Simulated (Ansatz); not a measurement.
# AlP: Wannier functions and tight-binding models, part 3 of 3

Where do the localised orbitals of AlP sit, how far are they spread, and how do the settings change that? The runs, in order: PBE, anion s p, 6×6×6; PBE, anion s p, 4×4×4; PBE, anion s p, 8×8×8; PBE, anion p, 6×6×6; PBE, all s p, disentangled, 6×6×6; PBE, cation s and anion p, disentangled, 6×6×6; r2SCAN, anion s p, 6×6×6; r2SCAN, cation s and anion p, disentangled, 6×6×6; r2SCAN, anion p, 6×6×6; HSE06, anion s p, 6×6×6; HSE06, anion p, 6×6×6 (level, trial orbitals, Wannier mesh).

Ansatz 0.2.0; plane waves, PAW. Earlier steps stand in the parts before.

## 9. r2SCAN, cation s and anion p, disentangled, 6×6×6

The COD entry's cell or inner coordinates are ideal or old and differ from later refinements, so a difference from it is no clean test against experiment.

Input file input.yaml:

```yaml
crystal:
  lattice:
    - [0.0, 2.7392607946, 2.7392607946]
    - [2.7392607946, 0.0, 2.7392607946]
    - [2.7392607946, 2.7392607946, 0.0]
  atoms:
    - { symbol: Al, position: [0.0, 0.0, 0.0] }
    - { symbol: P, position: [0.25, 0.25, 0.25] }
kpoints:
  mp_grid: { grid: [6, 6, 6] }
  band_path:
    path:
      - [[0.0, 0.0, 0.0], [-0.5, -0.5, -1.171879795844e-33], [-0.375, -0.375, 0.25]]
      - [[-0.375, 2.113361956387e-17, 0.375], [0.0, 0.0, 0.0], [-2.044936483295e-18, -2.044936483295e-18, 0.5], [-0.5, -0.25, 0.25], [-0.5, -0.5, -1.171879795844e-33]]
    npoints: 10
hamiltonian:
  xc: r2scan
scf:
  occupations: { method: fixed }
  n_extra_bands: 6
output:
  forces: false
  stress: false
  eigenvalues: true
  wannier:
    kmesh: [6, 6, 6]
    projections: [{ species: Al, l: s, shell: 3 }, { species: P, l: p, shell: 3 }]
    minimise: true
    write_hr: true
    conv_tol: 1.0e-08
    max_iter: 3000
    disentanglement: { window: [-5.21, 18.72], frozen_window: [-0.21, 7.52] }
  write_density: true
  write_potential: true
  elf: true
  volumetric_format: npy
```

Started as:

```bash
ansatz run input.yaml --threads 4 --pin off --max-ram 3686MiB --backend cpu --events-out ev --progress --plain --runs-dir out
```

Standard output:

```text
Warning: RAYON_NUM_THREADS=4 ignored (pool sized by the plan → 4); use --threads N
scf.n_extra_bands = 6 over 4 filled bands (N_el = 8.0): the run solves 10 bands
Engine: ansatz 0.2.0, aarch64-unknown-linux-gnu
Pseudopotentials: kind: paw
Pseudopotential: Al, paw, valence charge 3, recommended cutoff 500 eV (meta_gga), Al.paw.azcp
Pseudopotential: P, paw, valence charge 5, recommended cutoff 500 eV (meta_gga), P.paw.azcp
Functional definition: r2SCAN
  parameter k0 = 0.174
  parameter k1 = 0.065
  parameter a1 = 4.9479
  exchange = r2scan_x(k0 = k0, k1 = k1, a1 = a1)
  correlation = r2scan_c
Crystal: 2 atoms, lattice volume = 41.108 Å³
Basis set: ecut = 500 eV, 1037 PW (Γ), exchange–correlation on 120×120×120 points (64 copies of the dense FFT grid, shifted against one another)
Bands: 10, of which v1, the nominal top of the filled ones, is band 4 counted from 1 (3 counted from 0)
Symmetry: 24 space group operations
Space group: F-43m (ITA 216), of the structure as read, at distance tolerance 3.5e-5 Å
k-points: 16 of 216 (time reversal used)
Non-local potential: Al, projectors of the file, l = 0: 2, l = 1: 2, l = 2: 1
Non-local potential: P, projectors of the file, l = 0: 2, l = 1: 2, l = 2: 2
PAW form: soft (Blöchl's): semilocal exchange-correlation on the pseudo side does not see the compensation charge
PAW frozen core: Al, regenerated for the run's functional (the file was generated under x = pbe(κ = 0.804, μ = 0.2195149727645171), c = pbe(β = 0.06672455060314922))
PAW frozen core: P, regenerated for the run's functional (the file was generated under x = pbe(κ = 0.804, μ = 0.2195149727645171), c = pbe(β = 0.06672455060314922))
PAW one-centre angular grid: Al, 302 points (default); XC on 160 Gauss nodes
PAW one-centre angular grid: P, 302 points (default); XC on 160 Gauss nodes
Initial density: superposition of atomic densities (neutral atoms: chi_scale 0, normalization atom), corrected by the library's trained network
Initial wavefunctions: pseudopotential atomic-orbital guess
Functional: x = r2scan, c = r2scan; τ floored in thin density (d = 2e-4 eV/Å³)
SCF iter   1: F=—  HF=-1301.029309 eV  |F-HF|=—  |Δ(HF+E_count)|=         —  Δρ=2.90e-3  dr2=3.08e-3  dr2_τ=1.29e-2  ethr=1.77e-3  ⟨swp⟩=5.4  Hψ=1047  notcnv=0  defer=61
preconditioner: auto → none  [insulator: Δε(μ)=1.872 eV  Ē_g=12.188 eV  n_scr=8 (ndim 8)  ℏωp=16.4 eV  f_vac=0.000  ε∞_Penn≈2.8]
SCF iter   2: F=—  HF=-1301.059845 eV  |F-HF|=—  |Δ(HF+E_count)|=   3.05e-2  Δρ=1.94e-3  dr2=1.30e-3  dr2_τ=1.82e-5  ethr=3.84e-5  ⟨swp⟩=2.6  Hψ=403  notcnv=0  defer=62
SCF iter   3: F=—  HF=-1301.059952 eV  |F-HF|=—  |Δ(HF+E_count)|=   1.07e-4  Δρ=7.91e-4  dr2=4.63e-4  dr2_τ=5.70e-6  ethr=1.63e-5  ⟨swp⟩=2.7  Hψ=247  notcnv=0  defer=62
SCF iter   4: F=—  HF=-1301.059877 eV  |F-HF|=—  |Δ(HF+E_count)|=   7.51e-5  Δρ=1.70e-4  dr2=1.85e-5  dr2_τ=2.17e-7  ethr=5.79e-6  ⟨swp⟩=2.6  Hψ=227  notcnv=0  defer=59
SCF iter   5: F=—  HF=-1301.059881 eV  |F-HF|=—  |Δ(HF+E_count)|=   3.78e-6  Δρ=3.12e-5  dr2=2.92e-7  dr2_τ=1.09e-8  ethr=2.31e-7  ⟨swp⟩=2.2  Hψ=203  notcnv=0  defer=54
SCF iter   6: F=-1301.059881 eV  HF=-1301.059881 eV  |F-HF|=1.79e-9  |Δ(HF+E_count)|=   1.37e-7  Δρ=1.79e-6  dr2=5.10e-10  dr2_τ=5.56e-11  ethr=1.25e-9  ⟨swp⟩=8.9  Hψ=1088  notcnv=0
SCF 1 converged in 6 iterations: F = -1301.059881 eV  dr2 = 5.10e-10
NSCF: frozen V_eff on 62 k-points
NSCF: frozen V_eff on 19 k-points
the Wannier pass solved 19 of the 216 points of its mesh, and has the states at the others by symmetry: states obtained by the crystal's operations at points that were solved too leave a residual of 1.44e-13 eV (read by the count's bands and the next), within 6.67e-6 eV
NSCF: frozen V_eff on 19 k-points
the Wannier pass solved 19 of the 216 points of its mesh, and has the states at the others by symmetry: states obtained by the crystal's operations at points that were solved too leave a residual of 2.45e-13 eV (read by the count's bands and the next), within 6.67e-6 eV
NSCF: frozen V_eff on 19 k-points
the Wannier pass solved 19 of the 216 points of its mesh, and has the states at the others by symmetry: states obtained by the crystal's operations at points that were solved too leave a residual of 2.69e-13 eV (read by the count's bands and the next), within 6.67e-6 eV
SCF converged after 6 iterations
Free energy (F): -1301.059881 eV
Harris-Foulkes:  -1301.059881 eV  (|F-HF|=1.79e-9)
Internal energy: -1301.059881 eV  (E = F + TS)
E sigma→0 (E₀):  -1301.059881 eV
Fermi energy:    4.791157 eV
--- Per-component energies (eV) ---
  E_band       = 1.738749
  E_kinetic    = 93.962263
  E_local      = -82.363120  (includes V_loc(G=0)·N_el)
  E_nonlocal   = 43.304505
  E_hartree    = 25.393160
  E_xc         = -95.656643
  E_vxc        = -96.669233  (∫ρ·V_xc dr)
  E_paw        = -1049.069147  (= ΣΔE_a)
  E_vpaw       = -11.357147  (= ΣTr[D̂ρ^β])
  E_aug_tail   = -0.000000  (compensation charges beyond the density's cutoff)
  E_vtau       = 4.075195  (kinetic-family band-sum trace: ∫τ·v_τ [+ j·A + Jᵃ·Aᵃ] dr)
  E_ewald      = -236.479949
  E_core_change = -0.150950  (= ΣΔE_core)
  E_smearing   = -0.000000  (= −TS)
  E_closure    = -0.000000  (closes the sum)
  Σ components = -1301.059881   (vs F -1301.059881, Δ=0.00e0)
--- Band table (eV; the first three rows and the last of 16) ---
  k-point 0: bands = ["-7.1439", "4.7912", "4.7912", "4.7912", "8.6991", "9.7363", "9.7363", "9.7363", "14.0492", "14.0492"]
  k-point 1: bands = ["-6.8313", "2.9199", "4.5430", "4.5430", "8.9084", "10.1874", "10.1874", "10.9822", "13.4324", "13.4324"]
  k-point 2: bands = ["-6.0208", "0.3828", "4.1585", "4.1585", "8.3140", "10.2353", "10.2353", "13.3588", "14.4314", "14.4314"]
  k-point 15: bands = ["-4.7085", "-0.3302", "1.8189", "2.0837", "8.4728", "9.5120", "13.0168", "13.3341", "16.8613", "17.3198"]
Wannier search: line search 1 of at most 3000: gauge-dependent spread (as the search counts it) 1.0139697 Å², largest recent change 7.2e-1 Å² and fall left 3.4e-3 Å² against conv_tol 1.0e-8 Å², 0 stops escaped
WARN: <dir> by an estimate from the overlaps, the levels of the selected subspace lie 0.028 eV from the frozen bands on average, midway between mesh points. Up to 0.02 eV counts as a good interpolation. More projections, another frozen window or a finer output.wannier.kmesh can bring them closer
```

It took 2.5 s on 4 threads of Arm Neoverse V2, shared host; peak memory 0.43 GiB.

The windows are typed on the program's own energy scale, on which the last band filled by count tops at 4.79 eV.

The head of wannier.spreads.toml:

```toml
omega_i_ang2 = 11.35304407199726
omega_d_ang2 = 0.05787904885829008
omega_od_ang2 = 0.6982819177500063
omega_total_ang2 = 12.109205038605557
least_projectability = -8.080996237729607e-18
b_vectors_match_mmn = true
n_iter = 26
converged = true
rejected_fitted_steps = 0
dis_converged = true
dis_n_iter = 60
dis_n_moved = 1
dis_level_miss = 0.028480279114297617
```

The functions (centres in Å, on-site energies from the top of the filled bands):

```csv
n,x,y,z,spread (Å²),on-site (eV),nearest atoms,distance (Å)
1,-1.370,-1.370,-1.370,4.478,3.616,4 atoms,2.37
2,1.494,1.127,1.494,2.544,-2.208,P2,0.30
3,1.127,1.494,1.494,2.544,-2.208,P2,0.30
4,1.494,1.494,1.127,2.544,-2.208,P2,0.30
```

Along the path each interpolated band stays within 0.03, 0.05, 0.05, 1.82 eV of the nearest computed level, from the lowest band up; bands outside the frozen window needn't match, and between the mesh's points a coarse mesh lets the others stray too.

Misses of an eV or more mean that the model does not follow those bands.

The least projectability is 0.00: some state is hardly reached by the trial orbitals.

## 10. r2SCAN, anion p, 6×6×6

Edit input.yaml of step 9 so:

```diff
@@ -26,3 +26,3 @@
     kmesh: [6, 6, 6]
-    projections: [{ species: Al, l: s, shell: 3 }, { species: P, l: p, shell: 3 }]
+    projections: [{ species: P, l: p, shell: 3 }]
     minimise: true
@@ -31,6 +31 @@
     max_iter: 3000
-    disentanglement: { window: [-5.21, 18.72], frozen_window: [-0.21, 7.52] }
-  write_density: true
-  write_potential: true
-  elf: true
-  volumetric_format: npy
```

Started as:

```bash
ansatz run input.yaml --threads 4 --pin off --max-ram 3686MiB --backend cpu --events-out ev --progress --plain --runs-dir out
```

Standard output (excerpt; [...] marks lines left out):

```text
Warning: RAYON_NUM_THREADS=4 ignored (pool sized by the plan → 4); use --threads N
scf.n_extra_bands = 6 over 4 filled bands (N_el = 8.0): the run solves 10 bands
[...]
[... 4 set-up lines as earlier in the session ...]
[...]
Crystal: 2 atoms, lattice volume = 41.108 Å³
[...]
SCF converged after 6 iterations
Free energy (F): -1301.059881 eV
[...]
E sigma→0 (E₀):  -1301.059881 eV
Fermi energy:    4.791157 eV
[...]
--- Band table (eV; the first three rows and the last of 16) ---
  k-point 0: bands = ["-7.1439", "4.7912", "4.7912", "4.7912", "8.6991", "9.7363", "9.7363", "9.7363", "14.0492", "14.0492"]
[...]
Wannier search: line search 1 of at most 3000: gauge-dependent spread (as the search counts it) 0.5327657 Å², largest recent change 3.8e-2 Å² and fall left 3.3e-5 Å² against conv_tol 1.0e-8 Å², 0 stops escaped
```

Run time: 1.3 s. Hardware: 4 threads of Arm Neoverse V2, shared host; peak memory 0.35 GiB.

wannier.win names the bands that the functions span: 2-4 (counted from 1; 4 are filled).

The head of wannier.spreads.toml:

```toml
omega_i_ang2 = 7.50118443282663
omega_d_ang2 = 0.007271894280734848
omega_od_ang2 = 0.26048340939891684
omega_total_ang2 = 7.768939736506281
least_projectability = 0.7013886261330519
b_vectors_match_mmn = true
n_iter = 26
converged = true
rejected_fitted_steps = 1
```

The functions (centres in Å, on-site energies from the top of the filled bands):

```csv
n,x,y,z,spread (Å²),on-site (eV),nearest atoms,distance (Å)
1,1.148,1.256,1.256,2.590,-2.676,P2,0.27
2,1.483,1.591,1.256,2.590,-2.676,P2,0.27
3,1.483,1.256,1.591,2.590,-2.676,P2,0.27
```

Along the path each interpolated band stays within 0.05, 0.05, 0.03 eV of the nearest computed level, from the lowest band up.

## 11. HSE06, anion s p, 6×6×6

Input file input.yaml:

```yaml
crystal:
  lattice:
    - [0.0, 2.7392607946, 2.7392607946]
    - [2.7392607946, 0.0, 2.7392607946]
    - [2.7392607946, 2.7392607946, 0.0]
  atoms:
    - { symbol: Al, position: [0.0, 0.0, 0.0] }
    - { symbol: P, position: [0.25, 0.25, 0.25] }
kpoints:
  mp_grid: { grid: [6, 6, 6] }
  band_path:
    path:
      - [0.0, 0.0, 0.0]
      - [-0.5, -0.5, 0.0]
      - [-0.375, -0.375, 0.25]
      - [-0.375, 0.0, 0.375]
      - [0.0, 0.0, 0.5]
      - [-0.5, -0.25, 0.25]
      - [0.0, 0.5, 0.5]
    npoints: 1
hamiltonian:
  xc: hse06
scf:
  occupations: { method: fixed }
  n_extra_bands: 6
output:
  forces: false
  stress: false
  eigenvalues: true
  wannier:
    kmesh: [6, 6, 6]
    projections: [{ species: P, l: s, shell: 3 }, { species: P, l: p, shell: 3 }]
    minimise: true
    write_hr: true
    conv_tol: 1.0e-08
    max_iter: 3000
```

Started as:

```bash
ansatz run input.yaml --threads 4 --pin off --max-ram 3686MiB --backend cpu --events-out ev --progress --plain --runs-dir out
```

Standard output (excerpt; [...] marks lines left out):

```text
Warning: RAYON_NUM_THREADS=4 ignored (pool sized by the plan → 4); use --threads N
scf.n_extra_bands = 6 over 4 filled bands (N_el = 8.0): the run solves 10 bands
[...]
[... 3 set-up lines as earlier in the session ...]
Functional definition: HSE06
[...]
Free energy (F): -1295.440335 eV
Frozen-core exchange: fock
[...]
E sigma→0 (E₀):  -1295.440335 eV
Fermi energy:    4.476446 eV
[...]
--- Band table (eV; the first three rows and the last of 16) ---
  k-point 0: bands = ["-8.2110", "4.4764", "4.4764", "4.4764", "8.6335", "9.9672", "9.9672", "9.9672", "14.4120", "14.4120"]
[...]
Wannier search: line search 1 of at most 3000: gauge-dependent spread (as the search counts it) 3.1255943 Å², largest recent change 2.5e-1 Å² and fall left 5.5e-4 Å² against conv_tol 1.0e-8 Å², 0 stops escaped
```

It took 30 s on 4 threads of Arm Neoverse V2, shared host; peak memory 0.98 GiB.

wannier.win names the bands that the functions span: 1-4 (counted from 1; 4 are filled).

The head of wannier.spreads.toml:

```toml
omega_i_ang2 = 5.873948305052039
omega_d_ang2 = 0.0019108464050794222
omega_od_ang2 = 0.6654037401381413
omega_total_ang2 = 6.5412628915952595
least_projectability = 0.8603661281223245
b_vectors_match_mmn = true
n_iter = 24
converged = true
rejected_fitted_steps = 0
```

The functions (centres in Å, on-site energies from the top of the filled bands):

```
n      x      y      z  spread (Å²)  on-site (eV)  nearest atoms  distance (Å)
1  0.899  1.840  1.840        1.635        -4.864             P2          0.82
2  1.840  0.899  1.840        1.635        -4.864             P2          0.82
3  0.899  0.899  0.899        1.635        -4.864             P2          0.82
4  1.840  1.840  0.899        1.635        -4.864             P2          0.82
```

## 12. HSE06, anion p, 6×6×6

Edit input.yaml of step 11 so:

```diff
@@ -31,3 +31,3 @@
     kmesh: [6, 6, 6]
-    projections: [{ species: P, l: s, shell: 3 }, { species: P, l: p, shell: 3 }]
+    projections: [{ species: P, l: p, shell: 3 }]
     minimise: true
```

Started as:

```bash
ansatz run input.yaml --threads 4 --pin off --max-ram 3686MiB --backend cpu --events-out ev --progress --plain --runs-dir out
```

Standard output (excerpt; [...] marks lines left out):

```text
Warning: RAYON_NUM_THREADS=4 ignored (pool sized by the plan → 4); use --threads N
scf.n_extra_bands = 6 over 4 filled bands (N_el = 8.0): the run solves 10 bands
[...]
[... 4 set-up lines as earlier in the session ...]
[...]
Free energy (F): -1295.440335 eV
Frozen-core exchange: fock
[...]
E sigma→0 (E₀):  -1295.440335 eV
Fermi energy:    4.476446 eV
[...]
--- Band table (eV; the first three rows and the last of 16) ---
  k-point 0: bands = ["-8.2110", "4.4764", "4.4764", "4.4764", "8.6335", "9.9672", "9.9672", "9.9672", "14.4120", "14.4120"]
[...]
Wannier search: line search 1 of at most 3000: gauge-dependent spread (as the search counts it) 0.5489283 Å², largest recent change 3.9e-2 Å² and fall left 3.3e-5 Å² against conv_tol 1.0e-8 Å², 0 stops escaped
```

Run time: 30 s. Hardware: 4 threads of Arm Neoverse V2, shared host; peak memory 0.98 GiB.

wannier.win names the bands that the functions span: 2-4 (counted from 1; 4 are filled).

The head of wannier.spreads.toml:

```toml
omega_i_ang2 = 7.465225177150625
omega_d_ang2 = 0.007608738323618132
omega_od_ang2 = 0.2657527541988589
omega_total_ang2 = 7.7385866696731025
least_projectability = 0.6961452832554618
b_vectors_match_mmn = true
n_iter = 24
converged = true
rejected_fitted_steps = 1
```

The functions (centres in Å, on-site energies from the top of the filled bands):

```csv
n,x,y,z,spread (Å²),on-site (eV),nearest atoms,distance (Å)
1,1.142,1.252,1.252,2.580,-2.847,P2,0.28
2,1.487,1.598,1.252,2.580,-2.847,P2,0.28
3,1.487,1.252,1.598,2.580,-2.847,P2,0.28
```

## 13. Comparison

```csv
run,functions,total spread (Å²),invariant part (Å²),mean spread (Å²),largest miss of a band (eV),time
"PBE, anion s p, 6×6×6",4,6.789,6.108,1.697,0.07,0.74 s
"PBE, anion s p, 4×4×4",4,6.007,5.314,1.502,0.21,0.61 s
"PBE, anion s p, 8×8×8",4,7.122,6.469,1.781,0.02,0.94 s
"PBE, anion p, 6×6×6",3,7.983,7.697,2.661,0.06,0.73 s
"PBE, all s p, disentangled, 6×6×6",8,17.271,13.394,2.159,1.83,1.9 s
"PBE, cation s and anion p, disentangled, 6×6×6",4,12.198,11.407,3.049,1.58,1.5 s
"r2SCAN, anion s p, 6×6×6",4,6.609,5.920,1.652,0.05,1.3 s
"r2SCAN, cation s and anion p, disentangled, 6×6×6",4,12.109,11.353,3.027,1.82,2.5 s
"r2SCAN, anion p, 6×6×6",3,7.769,7.501,2.590,0.05,1.3 s
"HSE06, anion s p, 6×6×6",4,6.541,5.874,1.635,not checked,30 s
"HSE06, anion p, 6×6×6",3,7.739,7.465,2.580,not checked,30 s
```

## 14. What came out

This closing draws on all 3 parts.

```
                                                       quantity                         value
                            total spread, PBE, anion s p, 6×6×6      6.79 Å² over 4 functions
                            total spread, PBE, anion s p, 4×4×4      6.01 Å² over 4 functions
                            total spread, PBE, anion s p, 8×8×8      7.12 Å² over 4 functions
                              total spread, PBE, anion p, 6×6×6      7.98 Å² over 3 functions
                total spread, PBE, all s p, disentangled, 6×6×6     17.27 Å² over 8 functions
   total spread, PBE, cation s and anion p, disentangled, 6×6×6     12.20 Å² over 4 functions
                         total spread, r2SCAN, anion s p, 6×6×6      6.61 Å² over 4 functions
total spread, r2SCAN, cation s and anion p, disentangled, 6×6×6     12.11 Å² over 4 functions
                           total spread, r2SCAN, anion p, 6×6×6      7.77 Å² over 3 functions
                          total spread, HSE06, anion s p, 6×6×6      6.54 Å² over 4 functions
                            total spread, HSE06, anion p, 6×6×6      7.74 Å² over 3 functions
                                       centres of the first set  0.81 Å from the nearest atom
```

**Reading.** With PBE, anion s p, 6×6×6 the 4 functions move off the atoms, with a mean spread of 1.70 Å²; 90 % of the total is gauge invariant. The total spread goes from 6.01 Å² on 4×4×4 to 7.12 Å² on 8×8×8: finite differences in k understate it on coarse meshes, while the largest miss of a band goes from 0.21 to 0.02 eV. On one set and mesh the functional gives 6.79 (PBE), 6.61 (r2SCAN), 6.54 (HSE06) Å². The disentangled models miss some band by up to 1.8 eV, which may lie outside their frozen windows.
